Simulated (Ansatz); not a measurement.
## AlNi in Ansatz: the effect of functional

Crystal: AlNi.

```
Ni Al
1.0
     2.28524   -1.38532    0.00000
     2.28524    1.38532    0.00000
    -1.34735    0.00000    3.85479
Ni Al
1 1
Direct
  0.50000 0.50000 0.50000
  0.00000 0.00000 0.00000
```

The cell comes from a database or a generator and needn't be the stable form of this composition.

The cell isn't the ideal one: volume scaled by 0.98.

Alike in all runs:

* Program: Ansatz 0.2.0
* Task: single point
* Potentials or basis: Ansatz PAW
* k mesh: 11 × 11 × 7
* Occupations: fermi-dirac, width 0.05 eV
* Spin: collinear spin, ferromagnetic start
* Starting moments: [1.0, 0.0] μB

Q: One run gave: pressure -5.1 GPa. Which functional did it use?
A. r2SCAN
B. LDA
C. PBEsol

A: B.

```csv
functional,cutoff,pressure (GPa)
LDA,420 eV (not typed: the program's choice for these potentials),-5.1
PBEsol,420 eV (not typed: the program's choice for these potentials),-0.1
r2SCAN,500 eV (not typed: the program's choice for these potentials),0.2
```

Caveats: the PAW data sets come from PBE, with cores solved anew for the run's functional, which leaves a small shift of forces and pressure; the starting moments weren't kept; the magnetic or orbital state may not be the lowest (some runs).
